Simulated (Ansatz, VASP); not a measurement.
## GaAs: VASP beside Ansatz

One calculation is typed for both programs; each brings its own data sets and cutoff. How far apart do they land?

Program: Ansatz 0.2.0. Level of theory: plane waves, with VASP 6.6.1 beside it; band structure at r2SCAN and single point at r2SCAN. Results are calculated unless marked as measured.

## 1. The structure

The structure is cubic, space group F-43m (No. 216). The conventional cell has a = 5.654 Å, b = 5.654 Å, c = 5.654 Å, α = 90.00°, β = 90.00°, γ = 90.00°. Nearest to As lie 4 Ga at 2.45 Å. Nearest to Ga lie 4 As at 2.45 Å. Farther neighbours are not listed.

As a file:

```
As Ga
1.0
     0.00000    2.82685    2.82685
     2.82685    0.00000    2.82685
     2.82685    2.82685    0.00000
As Ga
1 1
Direct
  0.75000 0.75000 0.75000
  0.00000 0.00000 0.00000
```

## 2. VASP: band structure, r2SCAN

Levels along a path test the potential and the projectors away from the mesh points.

Lines of VASP's logs that name or quote its potential files are left out, and so is its time.

INCAR

```
SYSTEM = GaAs
PREC = Accurate
ENCUT = 430
EDIFF = 1E-08
NELM = 100
ISMEAR = 0
SIGMA = 0.01
LREAL = .FALSE.
ALGO = Normal
METAGGA = R2SCAN
LASPH = .TRUE.
NBANDS = 15
LORBIT = 11
LWAVE = .TRUE.
LCHARG = .FALSE.
KPAR = 8
```

POSCAR

```
GaAs
1.0
    0.0000000000      2.8268500000      2.8268500000
    2.8268500000      0.0000000000      2.8268500000
    2.8268500000      2.8268500000      0.0000000000
As Ga
1 1
Direct
    0.7500000000      0.7500000000      0.7500000000
    0.0000000000      0.0000000000      0.0000000000
```

KPOINTS

```
Automatic mesh
0
Gamma
6 6 6
0 0 0
```

KPOINTS_OPT

```
Line mode
12
Line-mode
Reciprocal
  0.00000000   0.00000000   0.00000000 GAMMA
  0.50000000   0.00000000   0.50000000 X

  0.50000000   0.00000000   0.50000000 X
  0.50000000   0.25000000   0.75000000 W

  0.50000000   0.25000000   0.75000000 W
  0.37500000   0.37500000   0.75000000 K

  0.37500000   0.37500000   0.75000000 K
  0.00000000   0.00000000   0.00000000 GAMMA

  0.00000000   0.00000000   0.00000000 GAMMA
  0.50000000   0.50000000   0.50000000 L

  0.50000000   0.50000000   0.50000000 L
  0.62500000   0.25000000   0.62500000 U

  0.62500000   0.25000000   0.62500000 U
  0.50000000   0.25000000   0.75000000 W

  0.50000000   0.25000000   0.75000000 W
  0.50000000   0.50000000   0.50000000 L

  0.50000000   0.50000000   0.50000000 L
  0.37500000   0.37500000   0.75000000 K

  0.62500000   0.25000000   0.62500000 U
  0.50000000   0.00000000   0.50000000 X
```

PAW data sets: As_GW and Ga_d_GW (PBE family, release 64).

Started as:

```bash
$ mpirun -np 8 vasp_std
```

Numbers of over 12 decimals in the logs are rounded to 6 here.

The log of the run:

```text
[banner, memory and clock lines left out]
running    8 mpi-ranks, on    1 nodes
 distrk:  each k-point on    1 cores,    8 groups
 distr:  one band on    1 cores,    1 groups

 POSCAR found type information on POSCAR AsGa
 POSCAR found :  2 types and       2 ions
|                                                                             |
|           W    W    AA    RRRRR   N    N  II  N    N   GGGG   !!!           |
|           W    W   A  A   R    R  NN   N  II  NN   N  G    G  !!!           |
|           W    W  A    A  R    R  N N  N  II  N N  N  G       !!!           |
|           W WW W  AAAAAA  RRRRR   N  N N  II  N  N N  G  GGG   !            |
|           WW  WW  A    A  R   R   N   NN  II  N   NN  G    G                |
|           W    W  A    A  R    R  N    N  II  N    N   GGGG   !!!           |
|                                                                             |
|     For optimal performance we recommend to set                             |
|       NCORE = 2 up to number-of-cores-per-socket                            |
|     NCORE specifies how many cores store one orbital (NPAR=cpu/NCORE).      |
|     This setting can greatly improve the performance of VASP for DFT.       |
|     The default, NCORE=1 might be grossly inefficient on modern             |
|     multi-core architectures or massively parallel machines. Do your        |
|     Unfortunately you need to use the default for GW and RPA                |
|     calculations (for HF NCORE is supported but not extensively tested      |
|     yet).                                                                   |
|                                                                             |

|                                                                             |
|               ----> ADVICE to this user running VASP <----                  |
|                                                                             |
|     You enforced a specific xc type in the INCAR file but a different       |
|     [... a line on the potential file left out ...]
|     I HOPE YOU KNOW WHAT YOU ARE DOING!                                     |
|                                                                             |

 LDA part: xc-table for (None), standard interpolation
 POSCAR, INCAR and KPOINTS ok, starting setup
 FFT: planning ... GRIDC
 FFT: planning ... GRID_SOFT
 FFT: planning ... GRID
 WAVECAR not read
 entering main loop
       N       E                     dE             d eps       ncg     rms          rms(c)
DAV:   1     0.972002260865E+02    0.97200E+02   -0.96530E+03   512   0.136E+03
DAV:   2    -0.231491627493E+02   -0.12035E+03   -0.11699E+03   543   0.307E+02
DAV:   3    -0.292792023925E+02   -0.61300E+01   -0.60886E+01   620   0.670E+01
DAV:   4    -0.294797044271E+02   -0.20050E+00   -0.20045E+00   662   0.142E+01
DAV:   5    -0.294819786311E+02   -0.22742E-02   -0.22742E-02   642   0.115E+00    0.424E+00
DAV:   6    -0.270864287100E+02    0.23955E+01   -0.86398E-01   606   0.230E+01    0.256E+00
DAV:   7    -0.270636552516E+02    0.22773E-01   -0.25109E-01   627   0.101E+01    0.917E-01
DAV:   8    -0.270655211790E+02   -0.18659E-02   -0.15744E-02   804   0.207E+00    0.297E-01
DAV:   9    -0.270652410498E+02    0.28013E-03   -0.13791E-02   613   0.278E+00    0.813E-02
DAV:  10    -0.270648917079E+02    0.34934E-03   -0.22696E-03   662   0.122E+00    0.171E-02
DAV:  11    -0.270649152036E+02   -0.23496E-04   -0.94370E-05   710   0.157E-01    0.140E-02
DAV:  12    -0.270648983107E+02    0.16893E-04   -0.85508E-05   669   0.235E-01    0.409E-03
DAV:  13    -0.270648993272E+02   -0.10165E-05   -0.73079E-06   634   0.725E-02    0.734E-04
DAV:  14    -0.270648991232E+02    0.20397E-06   -0.15864E-07   693   0.909E-03    0.236E-04
DAV:  15    -0.270648990234E+02    0.99786E-07   -0.27560E-08   522   0.390E-03    0.725E-05
DAV:  16    -0.270648989973E+02    0.26159E-07   -0.26166E-09   380   0.110E-03    0.320E-05
DAV:  17    -0.270648989842E+02    0.13073E-07   -0.99651E-10   338   0.732E-04    0.191E-05
DAV:  18    -0.270648989859E+02   -0.16980E-08   -0.20665E-10   345   0.236E-04
   1 F= -.27064899E+02 E0= -.27064899E+02  d E =-.859176E-57
 Start KPOINTS_OPT (optional k-point list driver)
k-point batch [1-16\120]
       N       E                     dE             ncg
DAV:   1     0.164384001622E+02   -0.60080E+04      528
DAV:   2    -0.192377897236E+04   -0.19402E+04      501
DAV:   3    -0.203303162109E+04   -0.10925E+03      669
DAV:   4    -0.203669353058E+04   -0.36619E+01      612
DAV:   5    -0.203677616668E+04   -0.82636E-01      729
DAV:   6    -0.203677727073E+04   -0.11041E-02      646
DAV:   7    -0.203677729419E+04   -0.23454E-04      722
DAV:   8    -0.203677729454E+04   -0.35471E-06      652
DAV:   9    -0.203677729455E+04   -0.66455E-08      609
[...]
k-point batch [113-120\120]
       N       E                     dE             ncg
DAV:   1     0.492609917182E+04   -0.48450E+04      264
DAV:   2     0.395865887976E+04   -0.96744E+03      261
DAV:   3     0.390474301907E+04   -0.53916E+02      324
DAV:   4     0.390284167511E+04   -0.19013E+01      353
DAV:   5     0.390282410335E+04   -0.17572E-01      310
DAV:   6     0.390282355591E+04   -0.54744E-03      353
DAV:   7     0.390282355125E+04   -0.46513E-05      317
DAV:   8     0.390282355112E+04   -0.13556E-06      395
DAV:   9     0.390282355112E+04   -0.14079E-08      260
 writing wavefunctions
```

From OUTCAR (step 2):

```text
ion  position               nearest neighbor table
   1  0.750  0.750  0.750-   2 2.45   2 2.45   2 2.45   2 2.45
   2  0.000  0.000  0.000-   1 2.45   1 2.45   1 2.45   1 2.45

  LATTYP: Found a face centered cubic cell.
 ALAT       =     5.6537000000

 Subroutine GETGRP returns: Found 24 space group operations
 (whereof 24 operations were pure point group operations)

The static configuration has the point symmetry T_d .

 Found     16 irreducible k-points:

   k-points           NKPTS =     16   k-points in BZ     NKDIM =     16   number of bands    NBANDS=     15

   dimension x,y,z NGX =    28 NGY =   28 NGZ =   28
   dimension x,y,z NGXF=    56 NGYF=   56 NGZF=   56

   ENCUT  =  430.0 eV  31.60 Ry    5.62 a.u.   6.76  6.76  6.76*2*pi/ulx,y,z

   NELECT =      18.0000    total number of electrons

 k-points in reciprocal lattice and weights: Automatic mesh
   0.00000000  0.00000000  0.00000000       0.005
   0.16666667  0.00000000  0.00000000       0.037
   0.33333333  0.00000000  0.00000000       0.037
   0.50000000  0.00000000  0.00000000       0.019
   0.16666667  0.16666667  0.00000000       0.028
   0.33333333  0.16666667  0.00000000       0.111
   0.50000000  0.16666667  0.00000000       0.111
  -0.33333333  0.16666667  0.00000000       0.111
  -0.16666667  0.16666667  0.00000000       0.056
[...]
-0.33333333  0.33333333  0.16666667       0.111
  -0.33333333  0.50000000  0.16666667       0.056

 average (electrostatic) potential at core
       1 -54.9934       2 -71.3169

 E-fermi :   3.7148

 k-point     1 :       0.0000    0.0000    0.0000
  band No.  band energies     occupation
    ...
      5     -11.5334      2.00000
      6      -9.6029      2.00000
      7       3.6044      2.00000
      8       3.6044      2.00000
      9       3.6044      2.00000
     10       4.5914      0.00000
     11       7.6427      0.00000
     12       7.6429      0.00000
     13       7.6429      0.00000
     14      11.8449      0.00000
    ...

 k-point     2 :       0.1667    0.0000    0.0000
  band No.  band energies     occupation
    ...
      5     -11.5333      2.00000
      6      -9.2654      2.00000
      7       0.9074      2.00000
      8       3.2120      2.00000
      9       3.2121      2.00000
     10       5.6119      0.00000
     11       8.2116      0.00000
     12       8.2117      0.00000
     13       8.6985      0.00000
     14      13.1582      0.00000
    ...

 k-point     3 :       0.3333    0.0000    0.0000
  band No.  band energies     occupation
    ...
      5     -11.5315      2.00000
      6      -8.3980      2.00000
      7      -1.8895      2.00000
      8       2.6431      2.00000
      9       2.6432      2.00000
     10       5.1820      0.00000
     11       8.6508      0.00000
     12       8.6510      0.00000
     13      11.3866      0.00000
     14      13.0042      0.00000
    ...

  Total        0.0865095      0.0865095      0.0865095      0.0000000      0.0000000     -0.0000000
  in kB        3.0678622      3.0678622      3.0678622      0.0000000      0.0000000     -0.0000000
  external PRESSURE =       3.0678622 kB  Pullay stress =       0.0000000 kB

  energy-cutoff  :      430.00
  volume of cell :       45.18
      direct lattice vectors                 reciprocal lattice vectors
     0.000000000  2.826850000  2.826850000    -0.176875321  0.176875321  0.176875321
     2.826850000  0.000000000  2.826850000     0.176875321 -0.176875321  0.176875321
     2.826850000  2.826850000  0.000000000     0.176875321  0.176875321 -0.176875321

 POSITION                                       TOTAL-FORCE (eV/Angst)
 -----------------------------------------------------------------------------------
      4.24027      4.24027      4.24027        -0.000000     -0.000000     -0.000000
      0.00000      0.00000      0.00000         0.000000      0.000000      0.000000
 -----------------------------------------------------------------------------------
    total drift:                               -0.000326     -0.000326     -0.000319

  FREE ENERGIE OF THE ION-ELECTRON SYSTEM (eV)
  ---------------------------------------------------
  free  energy   TOTEN  =       -27.0648989859 eV

  energy  without entropy=      -27.0648989859  energy(sigma->0) =      -27.06489899

 total charge
# of ion       s       p       d       tot
------------------------------------------
    1        1.176   1.614   0.032   2.821
    2        0.846   0.801   9.948  11.596
--------------------------------------------------
tot          2.022   2.415   9.980  14.418

[... 3 further parts left out ...]
```

The run ends at a pressure of 0.31 GPa.

## 3. Ansatz: band structure, r2SCAN

Ansatz runs on its default PAW (the set named soft_2) files.

The same cell, functional, mesh and smearing now go to Ansatz, which takes its cutoff from its data sets.

input.yaml

```yaml
crystal:
  lattice:
    - [0.0, 2.82685, 2.82685]
    - [2.82685, 0.0, 2.82685]
    - [2.82685, 2.82685, 0.0]
  atoms:
    - { symbol: As, position: [0.75, 0.75, 0.75] }
    - { symbol: Ga, position: [0.0, 0.0, 0.0] }
hamiltonian:
  xc: r2scan
  pseudopotentials: { kind: paw }
kpoints:
  mp_grid: { grid: [6, 6, 6] }
  band_path:
    path:
      - [0.0, 0.0, 0.0]
      - [0.18182, 0.0, 0.18182]
      - [0.36364, 0.0, 0.36364]
      - [0.5, 0.0, 0.5]
      - [0.5, 0.09091, 0.59091]
      - [0.5, 0.18182, 0.68182]
      - [0.5, 0.25, 0.75]
      - [0.45455, 0.29545, 0.75]
      - [0.40909, 0.34091, 0.75]
      - [0.375, 0.375, 0.75]
      - [0.20455, 0.20455, 0.40909]
      - [0.06818, 0.06818, 0.13636]
      - [0.04545, 0.04545, 0.04545]
      - [0.22727, 0.22727, 0.22727]
      - [0.40909, 0.40909, 0.40909]
      - [0.51136, 0.47727, 0.51136]
      - [0.55682, 0.38636, 0.55682]
      - [0.60227, 0.29545, 0.60227]
      - [0.61364, 0.25, 0.63636]
      - [0.56818, 0.25, 0.68182]
      - [0.51136, 0.25, 0.73864]
      - [0.5, 0.29545, 0.70455]
      - [0.5, 0.38636, 0.61364]
      - [0.5, 0.47727, 0.52273]
      - [0.47727, 0.47727, 0.54545]
      - [0.43182, 0.43182, 0.63636]
      - [0.38636, 0.38636, 0.72727]
      - [0.60227, 0.20455, 0.60227]
      - [0.55682, 0.11364, 0.55682]
      - [0.5, 0.0, 0.5]
    npoints: 1
scf:
  occupations: { method: gaussian, width: 0.01 }
  n_extra_bands: 7
output:
  forces: true
  stress: true
  eigenvalues: true
```

Started as:

```bash
$ ansatz run input.yaml --threads 2 --pin off --max-ram 4608MiB --backend cpu --events-out ev --progress --plain --runs-dir out
```

The log of the run:

```text
scf.n_extra_bands = 7 over 14 filled bands (N_el = 28.0): the run solves 21 bands
Engine: ansatz 0.2.0, aarch64-unknown-linux-gnu
Pseudopotentials: kind: paw
Pseudopotential: As, paw, valence charge 15, recommended cutoff 500 eV (meta_gga), As.paw.azcp
Pseudopotential: Ga, paw, valence charge 13, recommended cutoff 500 eV (meta_gga), Ga.paw.azcp
Functional definition: r2SCAN
  parameter k0 = 0.174
  parameter k1 = 0.065
  parameter a1 = 4.9479
  exchange = r2scan_x(k0 = k0, k1 = k1, a1 = a1)
  correlation = r2scan_c
Crystal: 2 atoms, lattice volume = 45.179 Å³
Basis set: ecut = 500 eV, 1139 PW (Γ), exchange–correlation on 120×120×120 points (64 copies of the dense FFT grid, shifted against one another)
Bands: 21, of which v1, the nominal top of the filled ones, is band 14 counted from 1 (13 counted from 0)
Symmetry: 24 space group operations
Space group: F-43m (ITA 216), of the structure as read, at distance tolerance 3.6e-5 Å
k-points: 16 of 216 (time reversal used)
Non-local potential: As, projectors of the file, l = 0: 2, l = 1: 2, l = 2: 3, l = 3: 1
Non-local potential: Ga, projectors of the file, l = 0: 2, l = 1: 2, l = 2: 3, l = 3: 1
PAW form: soft (Blöchl's): semilocal exchange-correlation on the pseudo side does not see the compensation charge
PAW frozen core: As, regenerated for the run's functional (the file was generated under x = pbe(κ = 0.804, μ = 0.219515), c = pbe(β = 0.066725))
PAW frozen core: Ga, regenerated for the run's functional (the file was generated under x = pbe(κ = 0.804, μ = 0.219515), c = pbe(β = 0.066725))
PAW one-centre angular grid: As, 590 points (default); XC on 160 Gauss nodes
PAW one-centre angular grid: Ga, 590 points (default); XC on 160 Gauss nodes
Initial density: superposition of atomic densities (neutral atoms: chi_scale 0, normalization atom), corrected by the library's trained network
Initial wavefunctions: pseudopotential atomic-orbital guess
Functional: x = r2scan, c = r2scan; τ floored in thin density (d = 2e-4 eV/Å³)
SCF iter   1: F=—  HF=-8655.726754 eV  |F-HF|=—  |Δ(HF+E_count)|=         —  Δρ=8.21e-3  dr2=1.12e-2  dr2_τ=4.55e-3  ethr=1.77e-3  ⟨swp⟩=6.1  Hψ=1628  notcnv=0
preconditioner: auto → none  [insulator: Δε(μ)=0.949 eV  Ē_g=18.986 eV  σ=0.010 eV  W_gap=1.00  n_scr=14 (ndim 8)  ℏωp=23.4 eV  f_vac=0.090  D(μ)=0.00/eV (n_scr^D=0)  ε∞_Penn≈2.5]
SCF iter   2: F=—  HF=-8655.737163 eV  |F-HF|=—  |Δ(HF+E_count)|=   1.04e-2  Δρ=1.75e-3  dr2=1.44e-3  dr2_τ=3.78e-5  ethr=4.01e-5  ⟨swp⟩=2.9  Hψ=806  notcnv=0  defer=40
SCF iter   3: F=—  HF=-8655.736803 eV  |F-HF|=—  |Δ(HF+E_count)|=   3.59e-4  Δρ=1.60e-3  dr2=4.12e-4  dr2_τ=3.86e-6  ethr=5.14e-6  ⟨swp⟩=2.1  Hψ=513  notcnv=0  defer=40
SCF iter   4: F=—  HF=-8655.737009 eV  |F-HF|=—  |Δ(HF+E_count)|=   2.06e-4  Δρ=3.18e-4  dr2=2.99e-5  dr2_τ=5.63e-7  ethr=1.47e-6  ⟨swp⟩=2.8  Hψ=579  notcnv=0  defer=40
SCF iter   5: F=—  HF=-8655.737002 eV  |F-HF|=—  |Δ(HF+E_count)|=   7.54e-6  Δρ=4.90e-5  dr2=1.23e-6  dr2_τ=1.06e-8  ethr=1.07e-7  ⟨swp⟩=2.0  Hψ=526  notcnv=0  defer=40
SCF iter   6: F=-8655.737001 eV  HF=-8655.737001 eV  |F-HF|=2.27e-8  |Δ(HF+E_count)|=   4.32e-7  Δρ=1.22e-5  dr2=7.80e-8  dr2_τ=1.82e-9  ethr=3.57e-10  ⟨swp⟩=7.0  Hψ=1729  notcnv=0
SCF 1 converged in 6 iterations: F = -8655.737001 eV  dr2 = 7.80e-8
  greatest PAW one-centre occupation: 0.999 electrons in one spin orbital (limit 2), on the As atom at site 0 (counted from 0), in its partial waves of l = 2
NSCF: frozen V_eff on 30 k-points
SCF converged after 6 iterations
Free energy (F): -8655.737001 eV
Harris-Foulkes:  -8655.737001 eV  (|F-HF|=2.27e-8)
Internal energy: -8655.737001 eV  (E = F + TS)
E sigma→0 (E₀):  -8655.737001 eV
Fermi energy:    8.451326 eV
--- Per-component energies (eV) ---
  E_band       = -330.920751
  E_kinetic    = 218.671810
  E_local      = -3919.477543  (includes V_loc(G=0)·N_el)
  E_nonlocal   = -242.824976
  E_hartree    = 1977.472155
  E_xc         = -136.632550
  E_vxc        = -143.941388  (∫ρ·V_xc dr)
  E_paw        = -3852.107593  (= ΣΔE_a)
  E_vpaw       = -205.794696  (= ΣTr[D̂ρ^β])
  E_aug_tail   = -0.000041  (compensation charges beyond the density's cutoff)
  E_vtau       = 7.508184  (kinetic-family band-sum trace: ∫τ·v_τ [+ j·A + Jᵃ·Aᵃ] dr)
  E_ewald      = -2698.727786
  E_core_change = -2.110478  (= ΣΔE_core)
  E_smearing   = -0.000000  (= −TS)
  E_closure    = -0.000000  (closes the sum)
  Σ components = -8655.737001   (vs F -8655.737001, Δ=0.00e0)
--- Forces (eV/Å), atoms counted from 1 ---
  atom   1  As     0.00000000    -0.00000000    -0.00000000
  atom   2  Ga    -0.00000000     0.00000000     0.00000000
  max |Σ_I F_I| component: 2.04e-16 eV/Å
--- Stress (GPa, compression-positive) ---
        0.495773       0.000000      -0.000000
       -0.000000       0.495773       0.000000
       -0.000000       0.000000       0.495773
  P = ⅓ Tr σ = 0.4958 GPa (4.958 kbar)
--- Band table (eV; the first three rows and the last of 16) ---
  k-point 0: bands = [... 10 lower, -5.2641, 7.9438, 7.9438, 7.9438, 8.9587, 11.9901, 11.9901, 11.9901, ... 3 higher]
  k-point 1: bands = [... 10 lower, -4.9262, 5.2519, 7.5519, 7.5519, 9.9696, 12.5595, 12.5595, 13.0529, ... 3 higher]
  k-point 2: bands = [... 10 lower, -4.0572, 2.4522, 6.9835, 6.9835, 9.5369, 12.9988, 12.9988, 15.7433, ... 3 higher]
  k-point 15: bands = [... 10 lower, -2.5903, 1.0982, 4.4949, 4.6496, 11.5587, 11.7496, 15.5940, 15.8847, ... 3 higher]
```

It took 5.6 s on 2 threads of Arm Neoverse N1, shared host; peak memory 0.4 GiB; 10 s of CPU time.

[end of part 1 of 2]

[Lines on the potential files, build, host, timing and source positions are cut from VASP's logs without a mark.]

[Logs are printed without paths, hosts, clocks, repeated set-up lines and the standing remarks that a program may print on its own settings, such as how far it seeks lower states.]

[Hosts, paths, dates, database ids (printed as entryN), source tags and the programs' standing remarks are cut or masked in the printed files.]
